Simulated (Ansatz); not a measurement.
Input and command of a calculation in Ansatz (plane waves; scalar-relativistic PAW potentials unless the input names others):

```yaml
crystal:
  lattice:
    - [4.1929010518, 0.0, 0.0]
    - [0.0, 4.1929010518, 0.0]
    - [0.0, 0.0, 4.1929010518]
  atoms:
    - { symbol: Rb, position: [0.0, 0.0, 0.0] }
    - { symbol: Br, position: [0.5, 0.5, 0.5] }
basis:
  ecutwfc: 420
kpoints:
  mp_grid: { grid: [6, 6, 6] }
hamiltonian:
  xc: lda
  pseudopotentials: { kind: nc }
scf:
  occupations: { method: gaussian, width: 0.02 }
  max_iter: 50
output:
  forces: true
  eigenvalues: true
  stress: true
magnetization:
  spin_polarized: true
  spin_orbit: true
```

```bash
ansatz run input.yaml --threads 1 --pin off --max-ram 2560MiB --backend cpu --events-out ev --progress --plain --runs-dir out
```

Problem. What will the program do with this input?

Solution. The program refuses it, because of spin-orbit coupling on scalar files and without noncollinear: true (magnetization: not typed → {"spin_polarized": true, "spin_orbit": true}; hamiltonian.pseudopotentials: not typed → {"kind": "nc"}). Without those keys it is accepted.

Abridged log:
```
Error: 2 input errors — fix all and re-run
  1. inconsistent input (magnetization.spin_orbit, magnetization.noncollinear): true requires noncollinear: true — spin–orbit coupling acts on 2-spinor wavefunctions; set both flags
  2. inconsistent input (magnetization.spin_orbit, hamiltonian.pseudopotentials.kind): true requires a fully-relativistic hamiltonian.pseudopotentials.kind (nc_fr or paw_fr), or kind: all_electron without datasets and azcp, which then solves Dirac's equation on LAPW. paw_fr resolves this project's PAW files (source: ansatz) by j as it reads them
```